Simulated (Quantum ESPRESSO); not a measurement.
# Ge (Fd-3m) in Quantum ESPRESSO: notebook

Runs on Ge. Level: PBE. Tasks: relaxation of cell and atoms.

All numbers are computed with Quantum ESPRESSO 7.5; they aren't measurements. Logs are shortened: lines on timing, memory, paths and dates and some standing lists are left out, and cuts for length are marked.

## (1) Starting point

The structure is cubic, space group Fd-3m (No. 227). Conventional cell: a = 5.658 Å, b = 5.658 Å, c = 5.658 Å, α = 90.00°, β = 90.00°, γ = 90.00°. Ge (site symmetry -43m) has 4 Ge at 2.45 Å as nearest neighbours.

## (2) Relaxation of cell and atoms, PBE, target pressure 5 GPa, at which the enthalpy is minimised

pw.in reads:

```
&CONTROL
  calculation = 'vc-relax'
  prefix = 'pwscf'
  outdir = './tmp'
  pseudo_dir = './pseudo'
  tprnfor = .true.
  tstress = .true.
  disk_io = 'low'
  nstep = 40
  forc_conv_thr = 0.0004
  etot_conv_thr = 1d-05
/
&SYSTEM
  ibrav = 0
  nat = 2
  ntyp = 1
  ecutwfc = 63
  ecutrho = 506
  nbnd = 21
  occupations = 'smearing'
  smearing = 'fd'
  degauss = 0.00367493
/
&ELECTRONS
  conv_thr = 4d-10
  electron_maxstep = 120
  mixing_beta = 0.5
/
&IONS
  ion_dynamics = 'bfgs'
/
&CELL
  cell_dynamics = 'bfgs'
  press = 50
  press_conv_thr = 0.3
/
ATOMIC_SPECIES
Ge    72.6300 ge_pbe_v1.4.uspp.F.UPF
CELL_PARAMETERS angstrom
   0.0000000000    2.8289100000    2.8289100000
   2.8289100000    0.0000000000    2.8289100000
   2.8289100000    2.8289100000    0.0000000000
ATOMIC_POSITIONS angstrom
Ge     4.2433650000    4.2433650000    4.2433650000
Ge     2.8289100000    2.8289100000    2.8289100000
K_POINTS automatic
8 8 8 0 0 0
```

Potentials or basis: SSSP 1.3 efficiency PBE.

Started as:

```
> OMP_NUM_THREADS=1 pw.x -in pw.in > pw.out
```

pw.out:

```text
This program is part of the open-source Quantum ESPRESSO suite
     for quantum simulation of materials; please cite
[... 9 lines left out ...]
     --------------------
     sticks:   dense  smooth     PW     G-vecs:    dense   smooth      PW
     Sum        1993    1003    301                58767    20539    3383

     Using Slab Decomposition

     bravais-lattice index     =            0
     lattice parameter (alat)  =       7.5602  a.u.
     unit-cell volume          =     305.5512 (a.u.)^3
     number of atoms/cell      =            2
     number of atomic types    =            1
     number of electrons       =        28.00
     number of Kohn-Sham states=           21
     kinetic-energy cutoff     =      63.0000  Ry
     charge density cutoff     =     506.0000  Ry
     scf convergence threshold =      4.0E-10
     mixing beta               =       0.5000
     number of iterations used =            8  plain     mixing
     energy convergence thresh.=      1.0E-05
     force convergence thresh. =      4.0E-04
     press convergence thresh. =      3.0E-01
     Exchange-correlation=  SLA  PW   PBX  PBC
                           (   1   4   3   4   0   0   0)
     nstep                     =           40

     celldm(1)=   7.560195  celldm(2)=   0.000000  celldm(3)=   0.000000
     celldm(4)=   0.000000  celldm(5)=   0.000000  celldm(6)=   0.000000

     crystal axes: (cart. coord. in units of alat)
               a(1) = (   0.000000   0.707107   0.707107 )
               a(2) = (   0.707107   0.000000   0.707107 )
               a(3) = (   0.707107   0.707107   0.000000 )

     reciprocal axes: (cart. coord. in units 2 pi/alat)
               b(1) = ( -0.707107  0.707107  0.707107 )
               b(2) = (  0.707107 -0.707107  0.707107 )
               b(3) = (  0.707107  0.707107 -0.707107 )

     PseudoPot. # 1 for Ge read from file:
     ge_pbe_v1.4.uspp.F.UPF
     Pseudo is Ultrasoft + core correction, Zval = 14.0
     Generated by new atomic code, or converted to UPF format
     Using radial grid of  873 points,  6 beta functions with:
                l(1) =   0
                l(2) =   0
                l(3) =   1
                l(4) =   1
                l(5) =   2
                l(6) =   2
     Q(r) pseudized with  8 coefficients,  rinner =    1.400   1.400   1.400
                                                       1.400   1.400

     atomic species   valence    mass     pseudopotential
     Ge               14.00    72.63000     Ge( 1.00)

     48 Sym. Ops., with inversion, found (24 have fractional translation)

   Cartesian axes

     site n.     atom                  positions (alat units)
         1        Ge     tau(   1) = (   1.0606602   1.0606602   1.0606602  )
         2        Ge     tau(   2) = (   0.7071068   0.7071068   0.7071068  )

     number of k points=    29  Fermi-Dirac smearing, width (Ry)=  0.0037
                       cart. coord. in units 2pi/alat
        k(    1) = (   0.0000000   0.0000000   0.0000000), wk =   0.0039062
        k(    2) = (   0.0883883   0.0883883  -0.0883883), wk =   0.0312500
        k(    3) = (   0.1767767   0.1767767  -0.1767767), wk =   0.0312500
        k(    4) = (   0.2651650   0.2651650  -0.2651650), wk =   0.0312500
        k(    5) = (  -0.3535534  -0.3535534   0.3535534), wk =   0.0156250
        k(    6) = (   0.1767767   0.0000000   0.0000000), wk =   0.0234375
[... 21 lines left out ...]
        k(   28) = (  -0.7071068   0.1767767  -0.0000000), wk =   0.0468750
        k(   29) = (  -0.7071068   0.3535534   0.0000000), wk =   0.0234375

     Dense  grid:    58767 G-vectors     FFT dimensions: (  60,  60,  60)

     Smooth grid:    20539 G-vectors     FFT dimensions: (  40,  40,  40)

     Initial potential from superposition of free atoms

     starting charge      27.9983, renormalised to      28.0000
     Starting wfcs are   18 randomized atomic wfcs +    3 random wfcs

     Self-consistent Calculation

     iteration #  1     ecut=    63.00 Ry     beta= 0.50
     Davidson diagonalization with overlap
     ethr =  1.00E-02,  avg # of iterations =  4.6

     Threshold (ethr) on eigenvalues was too large:
     Diagonalizing with lowered threshold

     Davidson diagonalization with overlap
     ethr =  1.21E-04,  avg # of iterations =  2.3
[... 248 lines left out ...]
     Computing stress (Cartesian axis) and pressure

          total   stress  (Ry/bohr**3)                   (kbar)     P=       35.50
   0.00024133   0.00000000  -0.00000000           35.50        0.00       -0.00
   0.00000000   0.00024133  -0.00000000            0.00       35.50       -0.00
  -0.00000000  -0.00000000   0.00024133           -0.00       -0.00       35.50

     BFGS Geometry Optimization
     Energy error            =      2.2E-04 Ry
     Gradient error          =      1.4E-31 Ry/Bohr
     Cell gradient error     =      1.4E+01 kbar

     number of scf cycles    =   1
     number of bfgs steps    =   0

     enthalpy           new  =    -427.1956826959 Ry

     new trust radius        =       0.0086141863 bohr
     new conv_thr            =       0.0000000004 Ry
[... 254 lines left out ...]
     Energy error            =      1.8E-04 Ry
     Gradient error          =      1.5E-30 Ry/Bohr
     Cell gradient error     =      9.3E+00 kbar

     number of scf cycles    =   2
     number of bfgs steps    =   1

     enthalpy           old  =    -427.1956826959 Ry
     enthalpy           new  =    -427.1958665002 Ry

     CASE: enthalpy          _new < enthalpy          _old

     new trust radius        =       0.0129053506 bohr
     new conv_thr            =            4.0E-12 Ry

     new unit-cell volume =    299.93930 a.u.^3 (    44.44642 Ang^3 )
     density =      5.42698 g/cm^3

CELL_PARAMETERS (angstrom)
  -0.000000000   2.811483852   2.811483852
   2.811483852  -0.000000000   2.811483852
   2.811483852   2.811483852  -0.000000000
[... 260 lines left out ...]
     Energy error            =      1.1E-04 Ry
     Gradient error          =      7.5E-31 Ry/Bohr
     Cell gradient error     =      5.7E-01 kbar

     number of scf cycles    =   3
     number of bfgs steps    =   2

     enthalpy           old  =    -427.1958665002 Ry
     enthalpy           new  =    -427.1959800060 Ry

     CASE: enthalpy          _new < enthalpy          _old

     new trust radius        =       0.0008458811 bohr
     new conv_thr            =            4.0E-12 Ry

     new unit-cell volume =    299.71961 a.u.^3 (    44.41386 Ang^3 )
     density =      5.43096 g/cm^3

CELL_PARAMETERS (angstrom)
  -0.000000000   2.810797260   2.810797260
   2.810797260  -0.000000000   2.810797260
   2.810797260   2.810797260  -0.000000000
[... 241 lines left out ...]
          total   stress  (Ry/bohr**3)                   (kbar)     P=       50.04
   0.00034016  -0.00000000   0.00000000           50.04       -0.00        0.00
  -0.00000000   0.00034016  -0.00000000           -0.00       50.04       -0.00
   0.00000000  -0.00000000   0.00034016            0.00       -0.00       50.04

     Energy error            =      4.0E-07 Ry
     Gradient error          =      1.3E-30 Ry/Bohr
     Cell gradient error     =      3.9E-02 kbar

     bfgs converged in   4 scf cycles and   3 bfgs steps
     (criteria: energy <  1.0E-05 Ry, force <  4.0E-04 Ry/Bohr, cell <  3.0E-01 kbar)

     End of BFGS Geometry Optimization

     Final enthalpy           =    -427.1959804044 Ry

Begin final coordinates
     new unit-cell volume =    299.71961 a.u.^3 (    44.41386 Ang^3 )
     density =      5.43096 g/cm^3

CELL_PARAMETERS (angstrom)
  -0.000000000   2.810797260   2.810797260
   2.810797260  -0.000000000   2.810797260
   2.810797260   2.810797260  -0.000000000

ATOMIC_POSITIONS (angstrom)
Ge               4.2161958905        4.2161958905        4.2161958905
Ge               2.8107972603        2.8107972603        2.8107972603
End final coordinates

     Final scf calculation at the relaxed structure.
     The G-vectors are recalculated for the final unit cell
     Results may differ from those at the preceding step.

     G-vector sticks info
     --------------------
     sticks:   dense  smooth     PW     G-vecs:    dense   smooth      PW
     Sum        1957     967    295                57439    20179    3287

     Using Slab Decomposition

     bravais-lattice index     =            0
     lattice parameter (alat)  =       7.5602  a.u.
     unit-cell volume          =     299.7196 (a.u.)^3
     number of atoms/cell      =            2
     number of atomic types    =            1
     number of electrons       =        28.00
     number of Kohn-Sham states=           21
     kinetic-energy cutoff     =      63.0000  Ry
     charge density cutoff     =     506.0000  Ry
     scf convergence threshold =      4.0E-12
     mixing beta               =       0.5000
     number of iterations used =            8  plain     mixing
     press convergence thresh. =      3.0E-01
     Exchange-correlation=  SLA  PW   PBX  PBC
                           (   1   4   3   4   0   0   0)

     celldm(1)=   7.560195  celldm(2)=   0.000000  celldm(3)=   0.000000
     celldm(4)=   0.000000  celldm(5)=   0.000000  celldm(6)=   0.000000

     crystal axes: (cart. coord. in units of alat)
               a(1) = (  -0.000000   0.702579   0.702579 )
               a(2) = (   0.702579  -0.000000   0.702579 )
               a(3) = (   0.702579   0.702579  -0.000000 )

     reciprocal axes: (cart. coord. in units 2 pi/alat)
               b(1) = ( -0.711663  0.711663  0.711663 )
               b(2) = (  0.711663 -0.711663  0.711663 )
               b(3) = (  0.711663  0.711663 -0.711663 )

     PseudoPot. # 1 for Ge read from file:
     ge_pbe_v1.4.uspp.F.UPF
     Pseudo is Ultrasoft + core correction, Zval = 14.0
     Generated by new atomic code, or converted to UPF format
     Using radial grid of  873 points,  6 beta functions with:
                l(1) =   0
                l(2) =   0
                l(3) =   1
                l(4) =   1
                l(5) =   2
                l(6) =   2
     Q(r) pseudized with  8 coefficients,  rinner =    1.400   1.400   1.400
                                                       1.400   1.400

     atomic species   valence    mass     pseudopotential
     Ge               14.00    72.63000     Ge( 1.00)

     48 Sym. Ops., with inversion, found (24 have fractional translation)

   Cartesian axes

     site n.     atom                  positions (alat units)
         1        Ge     tau(   1) = (   1.0538691   1.0538691   1.0538691  )
         2        Ge     tau(   2) = (   0.7025794   0.7025794   0.7025794  )

     number of k points=    29  Fermi-Dirac smearing, width (Ry)=  0.0037
                       cart. coord. in units 2pi/alat
        k(    1) = (   0.0000000   0.0000000   0.0000000), wk =   0.0039062
        k(    2) = (   0.0889579   0.0889579  -0.0889579), wk =   0.0312500
        k(    3) = (   0.1779158   0.1779158  -0.1779158), wk =   0.0312500
        k(    4) = (   0.2668738   0.2668738  -0.2668738), wk =   0.0312500
        k(    5) = (  -0.3558317  -0.3558317   0.3558317), wk =   0.0156250
        k(    6) = (   0.1779158   0.0000000   0.0000000), wk =   0.0234375
[... 21 lines left out ...]
        k(   28) = (  -0.7116634   0.1779158   0.0000000), wk =   0.0468750
        k(   29) = (  -0.7116634   0.3558317   0.0000000), wk =   0.0234375

     Dense  grid:    57439 G-vectors     FFT dimensions: (  60,  60,  60)

     Smooth grid:    20179 G-vectors     FFT dimensions: (  40,  40,  40)

     Initial potential from superposition of free atoms

     starting charge      27.9983, renormalised to      28.0000
     Starting wfcs are   18 randomized atomic wfcs +    3 random wfcs

     Self-consistent Calculation

     iteration #  1     ecut=    63.00 Ry     beta= 0.50
     Davidson diagonalization with overlap
     c_bands:  1 eigenvalues not converged
     ethr =  1.00E-06,  avg # of iterations = 12.0

     total energy              =    -427.29794271 Ry
     estimated scf accuracy    <       0.03569603 Ry

     iteration #  2     ecut=    63.00 Ry     beta= 0.50
     Davidson diagonalization with overlap
     ethr =  1.27E-04,  avg # of iterations =  1.0

     total energy              =    -427.29756052 Ry
     estimated scf accuracy    <       0.00680917 Ry
[... 245 lines left out ...]
     Computing stress (Cartesian axis) and pressure

          total   stress  (Ry/bohr**3)                   (kbar)     P=       50.10
   0.00034056   0.00000000   0.00000000           50.10        0.00        0.00
   0.00000000   0.00034056   0.00000000            0.00       50.10        0.00
   0.00000000   0.00000000   0.00034056            0.00        0.00       50.10

=------------------------------------------------------------------------------=
   JOB DONE.
=------------------------------------------------------------------------------=
```

Run time: 95 s. Hardware: 1 thread of Arm Neoverse V2, shared host; peak memory 0.26 GiB.

What came out:

| Item | Value |
| --- | --- |
| Free energy | -5813.6833 eV |
| Relaxed volume | 22.21 Å³/atom |
| Relaxed cell | a = 3.975 Å, b = 3.975 Å, c = 3.975 Å, α = 60.00°, β = 60.00°, γ = 60.00° |
| Space group after relaxing (to 0.05 Å) | Fd-3m (No. 227) |
| Energy change on relaxing (the enthalpy is what falls) | +11.5 meV/atom |
| Ionic steps | 4 |
| Pressure after relaxing | 5.0 GPa |
| Band gap on the k mesh | 0.21 eV, direct |

Step by step:
| step | energy change (eV) | largest force (eV/Å) | pressure (GPa) | volume (Å³) |
| --- | --- | --- | --- | --- |
| 1 | 0.0000 | 0.0000 | 3.55 | 45.28 |
| 2 | 0.0079 | 0.0000 | 4.07 | 44.94 |
| 3 | 0.0219 | 0.0000 | 4.94 | 44.45 |
| 4 | 0.0229 | 0.0000 | 5.00 | 44.41 |

Final structure:
```yaml
crystal:
  lattice:
    - [0.00000, 2.81080, 2.81080]
    - [2.81080, 0.00000, 2.81080]
    - [2.81080, 2.81080, 0.00000]
  atoms:
    - { symbol: Ge, position: [0.75000, 0.75000, 0.75000] }
    - { symbol: Ge, position: [0.50000, 0.50000, 0.50000] }
```

A k mesh can miss the band edges.

## (3) Relaxation of cell and atoms, PBE, target pressure 10 GPa, at which the enthalpy is minimised

pw.in, as its differences from that of step 2:

```diff
@@ -33,3 +33,3 @@
   cell_dynamics = 'bfgs'
-  press = 50
+  press = 100
   press_conv_thr = 0.3
```

Potentials or basis: SSSP 1.3 efficiency PBE.

Started as:

```
> OMP_NUM_THREADS=1 pw.x -in pw.in > pw.out
```

It took 1.9 min on 1 thread of Arm Neoverse V2, shared host; peak memory 0.26 GiB.

Results (log left out):

* Free energy: -5813.5758 eV
* Relaxed volume: 21.05 Å³/atom
* Relaxed cell: a = 3.905 Å, b = 3.905 Å, c = 3.905 Å, α = 60.00°, β = 60.00°, γ = 60.00°
* Space group after relaxing (to 0.05 Å): Fd-3m (No. 227)
* Energy change on relaxing (the enthalpy is what falls): +64.9 meV/atom
* Ionic steps: 5
* Pressure after relaxing: 10.0 GPa
* Band gap on the k mesh: 0.41 eV, indirect (least direct gap 0.72 eV)

The path:
| step | energy change (eV) | largest force (eV/Å) | pressure (GPa) | volume (Å³) |
| --- | --- | --- | --- | --- |
| 1 | 0.0000 | 0.0000 | 3.55 | 45.28 |
| 2 | 0.0441 | 0.0000 | 6.17 | 43.81 |
| 3 | 0.1473 | 0.0000 | 10.69 | 41.82 |
| 4 | 0.1286 | 0.0000 | 9.95 | 42.11 |
| 5 | 0.1298 | 0.0000 | 10.00 | 42.09 |

Final structure:
```
Ge
1.0
     0.00000    2.76097    2.76097
     2.76097    0.00000    2.76097
     2.76097    2.76097    0.00000
Ge
2
Direct
  0.75000 0.75000 0.75000
  0.50000 0.50000 0.50000
```

Levels at points of the mesh, in eV from the valence-band top:
| k point | band 12 | band 13 | band 14 | band 15 | band 16 | band 17 |
| --- | --- | --- | --- | --- | --- | --- |
| (0.00, 0.00, 0.00) | 0.00 | 0.00 | 0.00 | 0.72 | 2.58 | 2.58 |
| (0.00, 0.00, -0.50) | -7.96 | -1.52 | -1.52 | 0.41 | 3.77 | 3.77 |
| (0.00, -0.50, -0.50) | -9.18 | -3.34 | -3.34 | 0.65 | 0.65 | 10.13 |

[end of part 1 of 2]
